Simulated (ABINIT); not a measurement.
**BP (F-43m): G0W0 with ABINIT, start to end**

How does a plane-wave GW calculation on BP (F-43m) run from the first input to the gap?

Method: PBE and many-body steps on it, plane waves, in ABINIT 10.8.3.

## (1) Set-up

Symmetry: F-43m, No. 216, cubic system. The conventional cell has a = 4.538 Å, b = 4.538 Å, c = 4.538 Å, α = 90.00°, β = 90.00°, γ = 90.00°. Nearest to B lie 4 P at 1.97 Å. Nearest to P lie 4 B at 1.97 Å. Farther neighbours are not listed.

Coordinates:

```cif
data_structure
_symmetry_space_group_name_H-M 'F-43m'
_symmetry_Int_Tables_number 216
_cell_length_a 4.5380
_cell_length_b 4.5380
_cell_length_c 4.5380
_cell_angle_alpha 90.000
_cell_angle_beta 90.000
_cell_angle_gamma 90.000
_cell_volume 93.45
loop_
_atom_site_label
_atom_site_type_symbol
_atom_site_symmetry_multiplicity
_atom_site_Wyckoff_symbol
_atom_site_fract_x
_atom_site_fract_y
_atom_site_fract_z
_atom_site_occupancy
B1 B 4 a 0.00000 0.00000 0.00000 1
P1 P 4 d 0.25000 0.25000 0.75000 1
```

The cell and positions come from the Crystallography Open Database and are kept as given unless a step says otherwise.

## (2) Ground state

This step: ABINIT 10.8.3; DFT, PBE, plane waves, norm-conserving pseudopotentials.

The ground-state density comes first.

Input file run.abi:

```
acell 3*1.0 Angstrom
rprim 
  0.000000000000 2.269000000000 2.269000000000
  2.269000000000 0.000000000000 2.269000000000
  2.269000000000 2.269000000000 0.000000000000
ntypat 2
znucl 5 15
natom 2
typat 1 2
xred 
  0.000000000000 0.000000000000 0.000000000000
  0.250000000000 0.250000000000 0.250000000000
pp_dirpath "pseudos"
pseudos "B.upf, P.upf"
ecut 34
ngkpt 8 8 8
nshiftk 1
shiftk 0 0 0
kptopt 1
chksymbreak 0
nband 9
occopt 1
tolvrs 1e-10
nstep 60
prtwf 0
indata_prefix "in"
outdata_prefix "out"
tmpdata_prefix "tmp"
```

Launch:

```
$ OMP_NUM_THREADS=1 mpirun -n 4 abinit run.abi > log
```

Numbers of over 12 decimals in the logs are rounded to 6 here.

The log of the run:

```text
.Version 10.8.3 of ABINIT. v10.8.2 released Aug 2026.

 Symmetries : space group F-4 3 m (#216); Bravais cF (face-center cubic)
================================================================================
 Values of the parameters that define the memory need of the present run
     intxc =       0    ionmov =       0      iscf =       7    lmnmax =       6
     lnmax =       6     mgfft =      32  mpssoang =       3    mqgrid =    3001
     natom =       2  nloc_mem =       1    nspden =       1   nspinor =       1
    nsppol =       1      nsym =      24    n1xccc =    2501    ntypat =       2
    occopt =       1   xclevel =       2
-    mband =           9        mffmem =           1         mkmem =           8
       mpw =        1506          nfft =       32768          nkpt =          29
================================================================================
  Rough estimation (10% accuracy) of disk space for files :
================================================================================

--------------------------------------------------------------------------------
------------- Echo of variables that govern the present computation ------------
--------------------------------------------------------------------------------
 -outvars: echo values of preprocessed input variables --------
            acell      1.8897261259E+00  1.8897261259E+00  1.8897261259E+00 Bohr

      chksymbreak           0
             ecut      3.40000000E+01 Hartree
-          fftalg         312

              ixc     -101130
              kpt      0.00000000E+00  0.00000000E+00  0.00000000E+00
                       1.25000000E-01  0.00000000E+00  0.00000000E+00
                       2.50000000E-01  0.00000000E+00  0.00000000E+00
                       3.75000000E-01  0.00000000E+00  0.00000000E+00
                       5.00000000E-01  0.00000000E+00  0.00000000E+00
                       1.25000000E-01  1.25000000E-01  0.00000000E+00
                       2.50000000E-01  1.25000000E-01  0.00000000E+00
                       3.75000000E-01  1.25000000E-01  0.00000000E+00
                       5.00000000E-01  1.25000000E-01  0.00000000E+00
   [... 18 further rows ...]
                      -3.75000000E-01  5.00000000E-01  1.25000000E-01
                      -2.50000000E-01  5.00000000E-01  2.50000000E-01
         kptrlatt        8    0    0      0    8    0      0    0    8
          kptrlen      4.85107901E+01
P           mkmem           8
            natom           2
            nband           9
            ngfft          32      32      32
             nkpt          29
            nstep          60
             nsym          24
           ntypat           2
              occ      2.000000  2.000000  2.000000  2.000000  0.000000  0.000000
[...]
prtwf           0
            rprim      0.0000000000E+00  2.2690000000E+00  2.2690000000E+00
[...]
spgroup         216

           tolvrs      1.00000000E-10

             xred      0.0000000000E+00  0.0000000000E+00  0.0000000000E+00
[...]
znucl        5.00000   15.00000

================================================================================

 chkinp: Checking input parameters for consistency.

================================================================================
== DATASET  1 ==================================================================
-   mpi_nproc: 4, omp_nthreads: 1 (-1 if OMP is not activated)

--- !DatasetInfo
iteration_state: {dtset: 1, }
dimensions: {natom: 2, nkpt: 29, mband: 9, nsppol: 1, nspinor: 1, nspden: 1, mpw: 1506, }
cutoff_energies: {ecut:  34.0, pawecutdg:  -1.0, }
electrons: {nelect:   8.00000000E+00, charge:   0.00000000E+00, occopt:   1.00000000E+00, tsmear:   1.00000000E-02, }

 Real(R)+Recip(G) space primitive vectors, cartesian coordinates (Bohr,Bohr^-1):
 R(1)=  0.0000000  4.2877886  4.2877886  G(1)= -0.1166102  0.1166102  0.1166102
 R(2)=  4.2877886  0.0000000  4.2877886  G(2)=  0.1166102 -0.1166102  0.1166102
 R(3)=  4.2877886  4.2877886  0.0000000  G(3)=  0.1166102  0.1166102 -0.1166102
 Unit cell volume ucvol=  1.5766311E+02 bohr^3
 Angles (23,13,12)=  6.00000000E+01  6.00000000E+01  6.00000000E+01 degrees

 getcut: wavevector=  0.0000  0.0000  0.0000  ngfft=  32  32  32
         ecut(hartree)=     34.000   => boxcut(ratio)=   2.01047

--- Pseudopotential description ------------------------------------------------
- B Generated using ONCVPSP code by D. R. Hamann
-  5.00000   3.00000  171031                  znucl, zion, pspdat
12 -101130 1 -1 1534                          pspcod,pspxc,lmax,lloc,mmax
     nproj     2     2     0
  pspatm : epsatm=    3.38844616
         --- l  ekb(1:nproj) -->
[...]
pspatm: atomic psp has been read  and splines computed

- P Generated using ONCVPSP code by D. R. Hamann
- 15.00000   5.00000  171031                  znucl, zion, pspdat
12 -101130 2 -1 1298                          pspcod,pspxc,lmax,lloc,mmax
     nproj     2     2     2
  pspatm : epsatm=    8.05910421
         --- l  ekb(1:nproj) -->
[...]
2   -3.154982   -0.827415
 pspatm: atomic psp has been read  and splines computed

   9.15804030E+01                                ecore*ucvol(ha*bohr**3)
--------------------------------------------------------------------------------

_setup2: Arith. and geom. avg. npw (full set) are    1493.475    1493.449

================================================================================

--- !BeginCycle
iteration_state: {dtset: 1, }
solver: {iscf: 7, nstep: 60, nline: 4, wfoptalg: 0, }
tolerances: {tolvrs: 1.00E-10, }

     iter   Etot(hartree)      deltaE(h)  residm     vres2
 ETOT  1  -9.869870    -9.870E+00 5.216E-02 9.030E+01
 ETOT  2  -9.892252    -2.238E-02 4.815E-03 1.817E+01
 ETOT  3  -9.896686    -4.435E-03 5.351E-03 1.261E-01
 ETOT  4  -9.896710    -2.323E-05 7.433E-03 2.373E-03
 ETOT  5  -9.896710    -1.775E-07 5.378E-03 4.971E-05
 ETOT  6  -9.896710    -3.536E-09 2.331E-03 6.175E-07
 ETOT  7  -9.896710    -5.026E-11 7.999E-04 1.692E-08
 ETOT  8  -9.896710    -9.450E-13 1.683E-04 3.445E-10
 ETOT  9  -9.896710     2.363E-13 6.151E-05 1.548E-12

 At SCF step    9       vres2   =  1.55E-12 < tolvrs=  1.00E-10 =>converged.

 Cartesian components of stress tensor (hartree/bohr^3)
  sigma(1 1)= -3.10467846E-05  sigma(3 2)=  0.00000000E+00
  sigma(2 2)= -3.10467846E-05  sigma(3 1)=  0.00000000E+00
  sigma(3 3)= -3.10467846E-05  sigma(2 1)=  0.00000000E+00

--- !ResultsGS
iteration_state: {dtset: 1, }
comment   : Summary of ground state results
lattice_vectors:
- [  0.0000000,   4.2877886,   4.2877886, ]
- [  4.2877886,   0.0000000,   4.2877886, ]
- [  4.2877886,   4.2877886,   0.0000000, ]
lattice_lengths: [   6.06385,    6.06385,    6.06385, ]
lattice_angles: [ 60.000,  60.000,  60.000, ] # degrees, (23, 13, 12)
lattice_volume:   1.5766311E+02
convergence: {deltae:  2.363E-13, res2:  1.548E-12, residm:  6.151E-05, diffor: null, }
etotal    :  -9.89670974E+00
entropy   :   0.00000000E+00
fermie    :   2.67006735E-01
cartesian_stress_tensor: # hartree/bohr^3
- [ -3.10467846E-05,   0.00000000E+00,   0.00000000E+00, ]
- [  0.00000000E+00,  -3.10467846E-05,   0.00000000E+00, ]
- [  0.00000000E+00,   0.00000000E+00,  -3.10467846E-05, ]
pressure_GPa:   9.1343E-01
xred      :
- [  0.0000E+00,   0.0000E+00,   0.0000E+00,  B]
- [  2.5000E-01,   2.5000E-01,   2.5000E-01,  P]
cartesian_forces: # hartree/bohr
- [  2.94365598E-30,   2.94365598E-30,  -8.83096793E-30, ]
- [ -2.94365598E-30,  -2.94365598E-30,   8.83096793E-30, ]
force_length_stats: {min:   9.76300239E-30, max:   9.76300239E-30, mean:   9.76300239E-30, }

 Integrated electronic density in atomic spheres:
 ------------------------------------------------
 Atom  Sphere_radius  Integrated_density
    1        2.00000          2.70990900
    2        2.00000          2.92263652
================================================================================

 ----iterations are completed or convergence reached----

 Mean square residual over all n,k,spin=   47.057E-08; max=  61.505E-06
 reduced coordinates (array xred) for    2 atoms
       0.000000000000      0.000000000000      0.000000000000
       0.250000000000      0.250000000000      0.250000000000
 rms dE/dt=  2.6609E-29; max dE/dt=  3.3658E-29; dE/dt below (all hartree)
    1       0.000000000000      0.000000000000     -0.000000000000
    2      -0.000000000000     -0.000000000000      0.000000000000

 cartesian coordinates (angstrom) at end:
    1      0.000000     0.000000     0.000000
    2      1.134500     1.134500     1.134500

 cartesian forces (hartree/bohr) at end:
    1      0.000000     0.000000    -0.000000
    2     -0.000000    -0.000000     0.000000
 frms,max,avg= 5.6366721E-30 8.8309679E-30   0.000E+00  0.000E+00  0.000E+00 h/b

 cartesian forces (eV/Angstrom) at end:
    1      0.000000     0.000000    -0.000000
    2     -0.000000    -0.000000     0.000000
 frms,max,avg= 2.8984933E-28 4.5410663E-28   0.000E+00  0.000E+00  0.000E+00 e/A
 length scales=  1.889726125908  1.889726125908  1.889726125908 bohr
              =  1.000000000000  1.000000000000  1.000000000000 angstroms
 prteigrs : about to open file out_EIG
 Fermi (or HOMO) energy (hartree) =   0.26701   Average Vxc (hartree)=  -0.39956
 Eigenvalues (hartree) for nkpt=  29  k points:
 kpt#   1, nband=  9, wtk=  0.00195, kpt=  0.0000  0.0000  0.0000 (reduced coord)
  -0.30111    0.26701    0.26701    0.26701    0.39220    0.39220    0.39220    0.53740
   0.69048
 prteigrs : prtvol=0 or 1, do not print more k-points.

--- !EnergyTerms
iteration_state     : {dtset: 1, }
comment             : Components of total free energy in Hartree
kinetic             :  4.64395738634320E+00
hartree             :  6.30836753486012E-01
xc                  : -3.32226206940715E+00
Ewald energy        : -1.04916197636976E+01
psp_core            :  5.80861330051174E-01
local_psp           : -2.96903600272399E+00
non_local_psp       :  1.03055262904093E+00
total_energy        : -9.89670973690742E+00
total_energy_eV     : -2.69303191215349E+02
band_energy         :  2.27567509801290E-01

 Cartesian components of stress tensor (hartree/bohr^3)
  sigma(1 1)= -3.10467846E-05  sigma(3 2)=  0.00000000E+00
  sigma(2 2)= -3.10467846E-05  sigma(3 1)=  0.00000000E+00
  sigma(3 3)= -3.10467846E-05  sigma(2 1)=  0.00000000E+00

-Cartesian components of stress tensor (GPa)         [Pressure=  9.1343E-01 GPa]
- sigma(1 1)= -9.13427938E-01  sigma(3 2)=  0.00000000E+00
- sigma(2 2)= -9.13427938E-01  sigma(3 1)=  0.00000000E+00
- sigma(3 3)= -9.13427938E-01  sigma(2 1)=  0.00000000E+00

== END DATASET(S) ==============================================================
================================================================================

 -outvars: echo values of variables after computation  --------
           etotal     -9.8967097369E+00
            nband           9
             nkpt          29
          spgroup         216
 [... the other variables as echoed above ...]

 Calculation completed.
```

Elapsed: 4.3 s, on 4 MPI ranks of Arm Neoverse V1, shared host; peak memory 0.25 GiB; 17 s of CPU time.

This step gave:

```
total energy               : -269.3032 eV
gap                        : 1.280 eV
k of the valence top       : 0, 0, 0
k of the conduction bottom : 0.375, 0.375, 0
least direct gap           : 3.407 eV
pressure                   : 0.9134 GPa
```

The gap is indirect, with the least direct gap 2.13 eV higher.

The cutoff was set for levels, not for stress, so the pressure can be off by some GPa.

(Part 1 of 3 ends here.)

[Paths, hosts, dates, memory and timing lines, banners, echoed tables and standing remarks are left out of the program output.]

[Logs are printed without paths, hosts, clocks, repeated set-up lines and the standing remarks that a program may print on its own settings, such as how far it seeks lower states.]

[Runs of the session that timed out or met a known fault of the program may be left out.]

[Hosts, paths, dates, database ids (printed as entryN), source tags and the programs' standing remarks are cut or masked in the printed files.]

[G0W0 gaps are taken among the corrected bands and points alone; a level outside them can change the order at an edge.]

[Where Ansatz stands beside ABINIT at settings called matched, ABINIT's density can come from a denser mesh and the files from another edition; pairs whose starting gaps differed by over 0.03 eV were left out, so agreement reads better than it is.]
